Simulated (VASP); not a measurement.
# CdTe (F-43m) in VASP: density of states with PBE

Aim: the density of states of CdTe with PBE.

Program: VASP 6.6.1. These are calculated values, not measurements. Logs are shortened: lines on timing, memory, paths and dates and some standing lists are left out, and cuts for length are marked.

## (1) The structure

It takes space group F-43m (No. 216, cubic). Conventional cell: a = 6.291 Å, b = 6.291 Å, c = 6.291 Å, α = 90.00°, β = 90.00°, γ = 90.00°. Te (site symmetry -43m) has 4 Cd at 2.72 Å as nearest neighbours. Cd (site symmetry -43m) is surrounded by 4 Te at 2.72 Å.

## (2) Density of states, PBE

Contents of POSCAR:

```
CdTe
1.0
    0.0000000000      3.1453690000      3.1453690000
    3.1453690000      0.0000000000      3.1453690000
    3.1453690000      3.1453690000      0.0000000000
Te Cd
1 1
Direct
    0.2500000000      0.2500000000      0.2500000000
    0.0000000000      0.0000000000      0.0000000000
```

Contents of INCAR.step1:

```
SYSTEM = CdTe
ALGO     = Fast           ! electronic algorithm
EDIFF    = 1E-6           ! SCF threshold, eV
ENCUT    = 520            ! plane-wave cutoff, eV
GGA      = PE             ! functional
ISIF     = 2              ! what is computed and relaxed
ISMEAR   = -1             ! smearing method
LASPH    = .True.         ! aspherical terms in the spheres
LCHARG   = .True.         ! write CHGCAR
LREAL    = .False.        ! projectors in reciprocal space
LWAVE    = .False.        ! write WAVECAR
NBANDS   = 16             ! bands
NELM     = 80             ! most SCF steps
PREC     = Accurate       ! precision mode
SIGMA    = 0.1            ! smearing width, eV
```

Contents of KPOINTS.step1:

```
k-points
0
Gamma
  7 7 7
  0 0 0
```

Contents of INCAR.step2:

```
SYSTEM = CdTe
ALGO     = Fast           ! electronic algorithm
EDIFF    = 1E-6           ! SCF threshold, eV
ENCUT    = 520            ! plane-wave cutoff, eV
GGA      = PE             ! functional
ICHARG   = 11             ! starting density
ISIF     = 2              ! what is computed and relaxed
ISMEAR   = -5             ! smearing method
LASPH    = .True.         ! aspherical terms in the spheres
LCHARG   = .False.        ! write CHGCAR
LORBIT   = 10             ! projections on sites
LREAL    = .False.        ! projectors in reciprocal space
LWAVE    = .False.        ! write WAVECAR
NBANDS   = 16             ! bands
NEDOS    = 2001           ! points of the DOS
NELM     = 80             ! most SCF steps
PREC     = Accurate       ! precision mode
SIGMA    = 0.1            ! smearing width, eV
```

Contents of KPOINTS.step2:

```
k-points
0
Gamma
  11 11 11
  0 0 0
```

Potentials or basis: VASP PAW PBE potentials, release 64 (Te, Cd).

The run is started by

```console
cat potpaw_PBE.64/Te/POTCAR potpaw_PBE.64/Cd/POTCAR > POTCAR
cp INCAR.step1 INCAR
cp KPOINTS.step1 KPOINTS
mpirun -np 1 vasp_std > vasp.out
cp INCAR.step2 INCAR
cp KPOINTS.step2 KPOINTS
mpirun -np 1 vasp_std > vasp.out
```

OUTCAR:

```text
SYSTEM = CdTe
   EDIFF = 1E-6
   ENCUT = 520
   GGA = PE
   ICHARG = 11
   ISIF = 2
   ISMEAR = -5
   LASPH = .True.
   LORBIT = 10
   LREAL = .False.
   NELM = 80
   PREC = Accurate

 ion  position               nearest neighbor table
   1  0.250  0.250  0.250-   2 2.72   2 2.72   2 2.72   2 2.72
   2  0.000  0.000  0.000-   1 2.72   1 2.72   1 2.72   1 2.72

  LATTYP: Found a face centered cubic cell.
 ALAT       =     6.2907380000

  Lattice vectors:

 A1 = (   0.0000000000,   3.1453690000,   3.1453690000)
 A2 = (   3.1453690000,   0.0000000000,   3.1453690000)
 A3 = (   3.1453690000,   3.1453690000,   0.0000000000)

Analysis of symmetry for initial positions (statically):
=====================================================================
 Subroutine PRICEL returns:
 Original cell was already a primitive cell.

 Routine SETGRP: Setting up the symmetry group for a
 face centered cubic supercell.

 Subroutine GETGRP returns: Found 24 space group operations
 (whereof 24 operations were pure point group operations)
 out of a pool of 48 trial point group operations.

The static configuration has the point symmetry T_d .

Analysis of symmetry for dynamics (positions and initial velocities):
=====================================================================
 Subroutine PRICEL returns:
 Original cell was already a primitive cell.

 Routine SETGRP: Setting up the symmetry group for a
 face centered cubic supercell.

 Subroutine GETGRP returns: Found 24 space group operations
 (whereof 24 operations were pure point group operations)
 out of a pool of 48 trial point group operations.

The dynamic configuration has the point symmetry T_d .

 Subroutine INISYM returns: Found 24 space group operations
 (whereof 24 operations are pure point group operations),
 and found     1 'primitive' translations

----------------------------------------------------------------------------------------

                                     Primitive cell

  volume of cell :      62.2364

  direct lattice vectors                    reciprocal lattice vectors
     0.000000000  3.145369000  3.145369000    -0.158963861  0.158963861  0.158963861
     3.145369000  0.000000000  3.145369000     0.158963861 -0.158963861  0.158963861
     3.145369000  3.145369000  0.000000000     0.158963861  0.158963861 -0.158963861

  length of vectors
     4.448223498  4.448223498  4.448223498     0.275333484  0.275333484  0.275333484

  position of ions in fractional coordinates (direct lattice)
     0.250000000  0.250000000  0.250000000
     0.000000000  0.000000000  0.000000000

  ion indices of the primitive-cell ions
   primitive index   ion index
                 1           1
                 2           2

----------------------------------------------------------------------------------------

 KPOINTS: k-points

Automatic generation of k-mesh.
 Grid dimensions read from file:
 generate k-points for:   11   11   11

 Generating k-lattice:

  Cartesian coordinates                     Fractional coordinates (reciprocal lattice)
    -0.014451260  0.014451260  0.014451260     0.090909091  0.000000000  0.000000000
     0.014451260 -0.014451260  0.014451260     0.000000000  0.090909091  0.000000000
     0.014451260  0.014451260 -0.014451260     0.000000000  0.000000000  0.090909091

  Length of vectors
     0.025030317  0.025030317  0.025030317

  Shift w.r.t. Gamma in fractional coordinates (k-lattice)
     0.000000000  0.000000000  0.000000000

 TETIRR: Found    201 inequivalent tetrahedra from     7986

 Subroutine IBZKPT returns following result:
 ===========================================

 Found     56 irreducible k-points:

 Following reciprocal coordinates:
            Coordinates               Weight
  0.000000  0.000000  0.000000      1.000000
  0.090909  0.000000  0.000000      8.000000
  0.181818  0.000000  0.000000      8.000000
  0.272727  0.000000  0.000000      8.000000
  0.363636  0.000000  0.000000      8.000000
  0.454545  0.000000  0.000000      8.000000
[... 16 lines left out ...]
 -0.272727  0.181818  0.000000     24.000000
 -0.181818  0.181818  0.000000     12.000000
 [... further k-points ...]
   k-points           NKPTS =     56   k-points in BZ     NKDIM =     56   number of bands    NBANDS=     16
   number of dos      NEDOS =   2001   number of ions     NIONS =      2
   total plane-waves  NPLWV =  46656
   dimension x,y,z NGX =    36 NGY =   36 NGZ =   36
   dimension x,y,z NGXF=    72 NGYF=   72 NGZF=   72
   ions per type =               1   1
   NGX,Y,Z   is equivalent  to a cutoff of  13.45, 13.45, 13.45 a.u.
   NGXF,Y,Z  is equivalent  to a cutoff of  26.91, 26.91, 26.91 a.u.
 SYSTEM =  CdTe
   PREC   = accura    normal or accurate (medium, high low for compatibility)
   ISTART =      0    job   : 0-new  1-cont  2-samecut
   ICHARG =     11    charge: 1-file 2-atom 10-const
   ISPIN  =      1    spin polarized calculation?
   LNONCOLLINEAR =      F non collinear calculations
   LSORBIT =      F    spin-orbit coupling
   LASPH  =      T    aspherical Exc in radial PAW
   ENCUT  =  520.0 eV  38.22 Ry    6.18 a.u.   8.27  8.27  8.27*2*pi/ulx,y,z
   NELM   =     80;   NELMIN=  2; NELMDL=  0     # of ELM steps
   EDIFF  = 0.1E-05   stopping-criterion for ELM
   LREAL  =      F    real-space projection
   EDIFFG = 0.1E-04   stopping-criterion for IOM
   NSW    =      0    number of steps for IOM
   IBRION =     -1    ionic relax: 0-MD 1-quasi-New 2-CG
   NFREE  =      0    steps in history (QN), initial steepest desc. (CG)
   ISIF   =      2    stress and relaxation
   ISYM   =      2    0-nonsym 1-usesym 2-fastsym
   POTIM  = 0.5000    time-step for ionic-motion
   TEBEG  =    0.0;   TEEND  =   0.0 temperature during run
   PSTRESS=    0.0 pullay stress
   NELECT =      18.0000    total number of electrons
   NUPDOWN=      -1.0000    fix difference up-down
   EMIN   =  10.00;   EMAX   =-10.00  energy-range for DOS
   EFERMI =   0.00;   METHOD = LEGACY
   ISMEAR =    -5;   SIGMA  =   0.10  broadening in eV -4-tet -1-fermi 0-gaus
   EFERMI_NEDOS =   21; number of points for ismear=-14 and -15
   IALGO  =     68    algorithm
   IMIX   =      4    mixing-type and parameters
     AMIX     =   0.40;   BMIX     =  1.00
     AMIX_MAG =   1.60;   BMIX_MAG =  1.00
  volume/ion in A,a.u.               =      31.12       210.00
  Fermi-wavevector in a.u.,A,eV,Ry     =   1.082640  2.045893 15.947516  1.172109
  Thomas-Fermi vector in A             =   2.218686
   LORBIT       =     10    0 simple, 1 ext, 2 COOP (PROOUT), +10 PAW based schemes
   GGA     = PE    functional components
   LHFCALC =     F    Hartree Fock is set to
   AEXX    =    0.0000 exact exchange contribution
   IVDW    =     0    specifies the selected vdW correction
   LEPSILON=     F    determine dielectric tensor
   LRPA    =     F    only Hartree local field effects (RPA)
 non-spin polarized calculation
 RMM-DIIS sequential band-by-band and
 Fermi weights with tetrahedron method with Bloechl corrections
  energy-cutoff  :      520.00
  volume of cell :       62.24
 maximum number of plane-waves:      1696
 NGX is ok and might be reduce to    36

 number of electron      18.0000004 magnetization

 Free energy of the ion-electron system (eV)
  ---------------------------------------------------
  ext. energy  EPLUGINS =         0.00000000
  ---------------------------------------------------
  free energy    TOTEN  =        -4.59151933 eV

  energy without entropy =       -4.59151933  energy(sigma->0) =       -4.59151933

 E-fermi :   3.2150     XC(G=0):  -8.9873

 val. band max:        3.2115346623   @ k =   0.0000   0.0000   0.0000
 cond. band min:       4.2618127999   @ k =   0.0000   0.0000   0.0000
 fundamental gap:      1.0502781376
 Fermi energy:         3.2149738005

 k-point     1 :       0.0000    0.0000    0.0000
  band No.  band energies     occupation
      1      -8.5184      2.00000
      2      -5.4312      2.00000
      3      -5.4312      2.00000
      4      -5.4312      2.00000
      5      -5.0963      2.00000
      6      -5.0963      2.00000
[... 8 lines left out ...]
     15      12.7213      0.00000
     16      12.7229      0.00000

 k-point     2 :       0.0909    0.0000    0.0000
  band No.  band energies     occupation
      1      -8.4799      2.00000
      2      -5.4234      2.00000
      3      -5.4234      2.00000
      4      -5.4059      2.00000
      5      -5.0971      2.00000
      6      -5.0971      2.00000
[... 8 lines left out ...]
     15      12.1223      0.00000
     16      12.1223      0.00000

 k-point     3 :       0.1818    0.0000    0.0000
  band No.  band energies     occupation
      1      -8.3761      2.00000
      2      -5.4034      2.00000
      3      -5.4034      2.00000
      4      -5.3212      2.00000
      5      -5.0983      2.00000
      6      -5.0983      2.00000
[... 8 lines left out ...]
     15      11.6793      0.00000
     16      11.7292      0.00000

 k-point     4 :       0.2727    0.0000    0.0000
  band No.  band energies     occupation
      1      -8.2395      2.00000
      2      -5.3795      2.00000
      3      -5.3795      2.00000
      4      -5.1585      2.00000
      5      -5.0967      2.00000
      6      -5.0967      2.00000
[... 8 lines left out ...]
     15      11.7867      0.00000
     16      11.7867      0.00000
[... 324 lines left out ...]
 k-point    22 :      -0.3636    0.1818    0.0000
  band No.  band energies     occupation
      1      -8.0021      2.00000
      2      -5.3297      2.00000
      3      -5.3226      2.00000
      4      -5.1051      2.00000
      5      -5.0981      2.00000
      6      -4.6637      2.00000
[... 8 lines left out ...]
     15      12.3424      0.00000
     16      13.4938      0.00000

 k-point    23 :      -0.2727    0.1818    0.0000
  band No.  band energies     occupation
      1      -8.0817      2.00000
      2      -5.3440      2.00000
      3      -5.3374      2.00000
      4      -5.1085      2.00000
      5      -5.1083      2.00000
      6      -4.8822      2.00000
[... 8 lines left out ...]
     15      12.9479      0.00000
     16      14.2093      0.00000

 k-point    24 :      -0.1818    0.1818    0.0000
  band No.  band energies     occupation
      1      -8.1947      2.00000
      2      -5.3709      2.00000
      3      -5.3544      2.00000
      4      -5.1534      2.00000
      5      -5.1107      2.00000
      6      -5.0513      2.00000
[... 8 lines left out ...]
     15      12.6726      0.00000
     16      13.4303      0.00000

 [... further k-points ...]

------------------------ aborting loop because EDIFF is reached ----------------------------------------

  FORCE on cell =-STRESS in cart. coord.  units (eV):
  Direction    XX          YY          ZZ          XY          YZ          ZX
  --------------------------------------------------------------------------------------
  -------------------------------------------------------------------------------------
  Total        3.0554161      3.0554161      3.0554161      0.0000000     -0.0000000     -0.0000000
  in kB       78.6567760     78.6567760     78.6567760      0.0000000     -0.0000000     -0.0000000
  external PRESSURE =      78.6567760 kB  Pullay stress =       0.0000000 kB

 VOLUME and BASIS-vectors are now :
 -----------------------------------------------------------------------------
  energy-cutoff  :      520.00
  volume of cell :       62.24
      direct lattice vectors                 reciprocal lattice vectors
     0.000000000  3.145369000  3.145369000    -0.158963861  0.158963861  0.158963861
     3.145369000  0.000000000  3.145369000     0.158963861 -0.158963861  0.158963861
     3.145369000  3.145369000  0.000000000     0.158963861  0.158963861 -0.158963861

 POSITION                                       TOTAL-FORCE (eV/Angst)
 -----------------------------------------------------------------------------------
      1.57268      1.57268      1.57268        -0.000000     -0.000000     -0.000000
      0.00000      0.00000      0.00000         0.000000      0.000000      0.000000
 -----------------------------------------------------------------------------------
    total drift:                               -0.000000     -0.000000     -0.000000

  FREE ENERGIE OF THE ION-ELECTRON SYSTEM (eV)
  ---------------------------------------------------
  free  energy   TOTEN  =        -4.5915193329 eV

  energy  without entropy=       -4.5915193329  energy(sigma->0) =       -4.59151933

 total charge

# of ion       s       p       d       tot
------------------------------------------
    1        1.348   2.107   0.028   3.483
    2        0.488   0.374   9.529  10.390
--------------------------------------------------
tot          1.835   2.481   9.557  13.873
```

It took 34 s on 1 thread of AMD EPYC 9R45 (Zen 5), shared host; peak memory 0.19 GiB.

Results:

| Quantity | Value |
| --- | --- |
| Valence electrons inside the program's atomic spheres | Te 3.48; Cd 10.39 |

States per cell in windows of 0.5 eV (zero at the valence-band top; states under -8 eV left out):
```tsv
from (eV)	total	Te1_p	Cd2_d	Cd2_p	Cd2_s	Te1_d	Te1_s
-8.0	1.24	0.01	0.99	0.01	0.01	0.00	0.11
-7.5	0.00	0.00	0.00	0.00	0.00	0.00	0.00
-7.0	0.00	0.00	0.00	0.00	0.00	0.00	0.00
-6.5	0.00	0.00	0.00	0.00	0.00	0.00	0.00
-6.0	0.00	0.00	0.00	0.00	0.00	0.00	0.00
-5.5	0.00	0.00	0.00	0.00	0.00	0.00	0.00
-5.0	1.00	0.23	0.02	0.01	0.23	0.00	0.01
-4.5	0.50	0.12	0.02	0.01	0.10	0.00	0.02
-4.0	0.24	0.06	0.01	0.01	0.04	0.00	0.01
-3.5	0.16	0.04	0.01	0.00	0.02	0.00	0.01
-3.0	0.72	0.22	0.03	0.05	0.02	0.00	0.01
-2.5	0.87	0.30	0.03	0.07	0.02	0.00	0.01
-2.0	0.96	0.36	0.04	0.07	0.01	0.00	0.01
-1.5	1.01	0.41	0.05	0.07	0.01	0.00	0.00
-1.0	0.53	0.23	0.03	0.03	0.00	0.00	0.00
-0.5	0.17	0.08	0.01	0.01	0.00	0.00	0.00
0.0	0.00	0.00	0.00	0.00	0.00	0.00	0.00
0.5	0.00	0.00	0.00	0.00	0.00	0.00	0.00
1.0	0.00	0.00	0.00	0.00	0.00	0.00	0.00
1.5	0.02	0.00	0.00	0.00	0.00	0.00	0.00
2.0	0.19	0.02	0.00	0.01	0.04	0.00	0.02
2.5	0.75	0.07	0.02	0.04	0.12	0.03	0.05
3.0	0.95	0.11	0.03	0.05	0.15	0.05	0.04
3.5	0.47	0.06	0.01	0.03	0.06	0.03	0.02
4.0	0.50	0.06	0.01	0.05	0.04	0.03	0.01
4.5	1.10	0.11	0.03	0.11	0.05	0.08	0.01
5.0	0.63	0.05	0.01	0.10	0.01	0.06	0.00
5.5	1.00	0.09	0.03	0.13	0.01	0.09	0.01
6.0	0.60	0.07	0.02	0.07	0.01	0.05	0.01
6.5	0.54	0.07	0.02	0.06	0.01	0.04	0.01
7.0	0.81	0.10	0.03	0.08	0.01	0.07	0.01
7.5	0.53	0.05	0.02	0.04	0.01	0.06	0.00
```

The run has no spin-orbit coupling, so splittings on Te are missing.
